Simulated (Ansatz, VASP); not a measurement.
Given: the input of a run of Ansatz 0.2.0 on SiC (Moissanite 3C). 

input.yaml

```yaml
crystal:
  lattice:
    - [0.0, 2.179, 2.179]
    - [2.179, 0.0, 2.179]
    - [2.179, 2.179, 0.0]
  atoms:
    - { symbol: Si, position: [0.0, 0.0, 0.0] }
    - { symbol: C, position: [0.75, 0.75, 0.75] }
hamiltonian:
  xc: pbesol
  pseudopotentials: { kind: paw }
  dispersion: d3bj
kpoints:
  mp_grid: { grid: [10, 10, 10] }
scf:
  occupations: { method: fermi_dirac, width: 0.05 }
output:
  forces: true
  stress: true
relax:
  f_tol: 0.01
  max_steps: 40
  cell: { stress_tol: 0.05 }
```

Potentials or basis: Ansatz PAW.

The run is started by

```sh
$ ansatz run input.yaml --threads 2 --pin off --max-ram 5632MiB --backend cpu --events-out ev --progress --plain --runs-dir out
```

Problem. What does the same run look like in VASP 6.6.1? Potentials or basis there: PBE PAW files C, Si, 600 eV.

Solution. As run (cutoffs and basis follow the program's own potentials, and thresholds, step limits or extra output files can differ):

The input INCAR:

```
SYSTEM = SiC
PREC = Accurate ; ENCUT = 600
EDIFF = 1E-6 ; ISMEAR = -1
SIGMA = 0.05 ; LREAL = .FALSE.
LASPH = .TRUE. ; NELM = 100
ALGO = Normal ; ISIF = 3
LWAVE = .FALSE. ; LCHARG = .FALSE.
GGA = PS ; IVDW = 12
IBRION = 2 ; NSW = 40
EDIFFG = -0.005
```

The input KPOINTS:

```
regular mesh
0
G
  10 10 10
  0 0 0
```

File POSCAR:

```
SiC
1.0
    0.0000000000      2.1790000000      2.1790000000
    2.1790000000      0.0000000000      2.1790000000
    2.1790000000      2.1790000000      0.0000000000
Si C
1 1
Direct
    0.0000000000      0.0000000000      0.0000000000
    0.7500000000      0.7500000000      0.7500000000
```

Potentials or basis: VASP PAW PBE potentials, release 64 (Si, C).

Run with:

```sh
$ cat potpaw_PBE.64/Si/POTCAR potpaw_PBE.64/C/POTCAR > POTCAR
$ mpirun -np 1 vasp_std > vasp.out
```

Both were run:

|  | Ansatz | VASP |
| --- | --- | --- |
| Relaxed volume | 10.16 Å³/atom | 10.17 Å³/atom |
| Relaxed cell | a = 3.063 Å, b = 3.063 Å, c = 3.063 Å, α = 60.00°, β = 60.00°, γ = 60.00° | a = 3.064 Å, b = 3.064 Å, c = 3.064 Å, α = 60.00°, β = 60.00°, γ = 60.00° |
| Space group after relaxing | F-43m (No. 216) | F-43m (No. 216) |
| Pressure after relaxing | 0.0 GPa | 0.0 GPa |

Ansatz's pressure holds a Pulay term of +0.30 GPa for its cutoff of 420 eV, which the other run lacks.

Ansatz's potentials were made for PBE. VASP's potentials were made for PBE.

Where Ansatz's input types no cutoff or centring, it takes its own default and a Γ-centred mesh.

Pressure is positive in compression.
